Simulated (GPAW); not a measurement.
Runs of GPAW 26.7.0 on SnTe. Symmetry: Fm-3m, No. 225, cubic system. The conventional cell has a = 6.302 Å, b = 6.302 Å, c = 6.302 Å, α = 90.00°, β = 90.00°, γ = 90.00°. Around Te (site symmetry m-3m) lie 6 Sn at 3.15 Å. Around Sn (site symmetry m-3m) lie 6 Te at 3.15 Å. 

```csv
level,potentials or basis,gap on the mesh (eV)
PBEsol,"PAW data sets generated in the run's folder for this functional, pw",0.15
LDA,"the program's PAW data sets (release 1.2.1) made for this functional, pw",0.11
RPBE,"the program's PAW data sets (release 1.2.1) made for this functional, pw",0.08
AM05,"PAW data sets generated in the run's folder for this functional, pw",(a)
```

Alike in all rows: task dielectric tensor; no spin polarisation; cell as given; k mesh 6 × 6 × 6; cutoff (eV) 400; smearing fermi-dirac 0.001 eV.

Problem. Estimate the missing entries.

Solution. (a) 0.12.

Caveats: the gap is small at this level, which inflates the dielectric constant; the long-wavelength limit can be off by a per cent or two; spin-orbit coupling is left out, which moves the levels of the heavy elements.

A k mesh can miss the band edges, and the runs leave out spin-orbit coupling on Sn, Te.

Runs at the PBE level aren't shown here.
